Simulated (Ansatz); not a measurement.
Runs of Ansatz 0.2.0 on NiO. Symmetry: F-43m, No. 216, cubic system. The conventional cell has a = 4.481 Å, b = 4.481 Å, c = 4.481 Å, α = 90.00°, β = 90.00°, γ = 90.00°. Ni (site symmetry -43m) is surrounded by 4 O at 1.94 Å. O (site symmetry -43m) has 4 Ni at 1.94 Å as nearest neighbours. The cell was built by a generator and needn't be a form met in nature.

```tsv
task	level	cell	cutoff (eV)	points for each segment of the path	gap on the mesh (eV)	pressure (GPa)	moment (μB)	relaxed volume (Å³/atom)
relaxation of cell and atoms	HF	relaxed	420	-	(c)	0.0	2.00	11.09
band structure	HSEsol	as given	420	4	none	-9.4	2.00	-
relaxation of cell and atoms	PBEsol0	relaxed	420	-	none	0.0	2.00	(a)
single point	PBE0	as given	420	-	none	(d)	2.00	-
single point	PBEsol0	as given	420	-	none	-9.6	2.00	-
relaxation of cell and atoms	PBE0	relaxed	420	-	none	0.0	2.00	10.97
relaxation of cell and atoms	HSE03	relaxed	420	-	none	0.0	2.00	11.00
relaxation of cell and atoms	HSEsol	relaxed	420	-	none	0.0	2.00	10.63
single point	HF	as given	420	-	4.80	-2.8	2.00	-
band structure	HSE03	as given	420	4	none	-3.6	2.00	-
single point	r2SCANh	as given	500	-	none	-5.3	2.00	-
band structure	HSE06	as given	420	4	none	(b)	2.00	-
```

Alike in all rows: potentials or basis Ansatz PAW; spin collinear, ferromagnetic start; k mesh 5 × 5 × 5; smearing fermi-dirac 0.05 eV; the mesh is coarse, so values aren't converged.

**Question.** Fill in the values left out.

**Answer.** (a) 10.62; (b) -3.9; (c) 4.87; (d) -4.2.

Caveats: all runs use coarse meshes; the magnetic or orbital state may not be the lowest; a cell with one magnetic atom can't hold antiferromagnetic order, which such compounds often take; the PAW data sets come from PBE, with cores solved anew for the run's functional, which leaves a small shift of forces and pressure; the thresholds are loose for stress (some runs); the plane-wave basis is chosen anew once the cell has moved, so the energies of steps on either side of that aren't comparable (some runs); odd divisions of the mesh miss points on the zone boundary, where band edges often lie, so the gap on the mesh can be too wide (some runs).

A k mesh can miss the band edges.

A gap of «none» marks a metal or a gap under the smearing width.
